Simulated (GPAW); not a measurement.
Write an ASE script for GPAW 26.7.0 that does the following.

```yaml
Task: band structure
Functional: revPBE
Potentials_or_basis: the program's PAW data sets (release 1.2.1) made for this functional
Cutoff: 800 eV
Basis: pw
k_mesh: 10 × 10 × 10
Occupations: fermi-dirac, width 0.05 eV
Spin: no spin polarisation
Maxiter: 150
Band_path: GXWKGLUWLK,UX
Band_points: 100
```

The structure of C lies in C.xyz:

```xyz
2
Lattice="0.0000000000 1.7833700000 1.7833700000 1.7833700000 0.0000000000 1.7833700000 1.7833700000 1.7833700000 0.0000000000" Properties=species:S:1:pos:R:3 pbc="T T T"
C      2.6750550000      2.6750550000      2.6750550000
C      1.7833700000      1.7833700000      1.7833700000
```

This isn't the form of C at room conditions, which is graphite.

The input as run:

run.py

```python
from ase.dft.bandgap import bandgap
from ase.io import read, write
from ase.units import GPa
from gpaw import GPAW, PW

atoms = read('C.xyz')

calc = GPAW(mode=PW(800),
            xc='revPBE',
            kpts={'size': (10, 10, 10), 'gamma': True},
            occupations={'name': 'fermi-dirac', 'width': 0.05},
            nbands=11,
            convergence={'density': 1e-05, 'energy': 1e-05},
            maxiter=150,
            txt='gpaw.txt')
atoms.calc = calc
energy = atoms.get_potential_energy()
forces = atoms.get_forces()
stress = atoms.get_stress()
calc.write('gs.gpw')
write('result.traj', atoms)
print(f'Energy: {energy:.6f} eV')
print('Forces (eV/A):')
print(forces.round(4))
print('Stress (GPa):', (stress / GPa).round(3))
print('Fermi level:', round(calc.get_fermi_level(), 4), 'eV')
print(f'Gap: {bandgap(calc)[0]:.4f} eV, direct: {bandgap(calc, direct=True)[0]:.4f} eV')

path = atoms.cell.bandpath('GXWKGLUWLK,UX', npoints=100, eps=1e-4)
bs_calc = calc.fixed_density(kpts=path, symmetry='off', nbands=18,
                             convergence={'bands': 'CBM+6.0', 'eigenstates': 1e-6}, txt='bands.txt')
bs = bs_calc.band_structure()
bs.write('bs.json')
print(f'Gap on the path: {bandgap(bs_calc)[0]:.4f} eV')
```

Potentials or basis: the program's PAW data sets (release 1.2.1) made for this functional, pw.

Launch:

```bash
$ OMP_NUM_THREADS=1 python run.py
```

Results of the run:

* Pressure: 6.1 GPa
* Band gap on the k mesh: 4.16 eV, indirect (least direct gap 5.60 eV)
* Band gap along the path: 4.12 eV, indirect (least direct gap 5.60 eV)

Run time: 20 s on 1 thread of Arm Neoverse V1, on a shared host, peak memory 0.17 GiB.
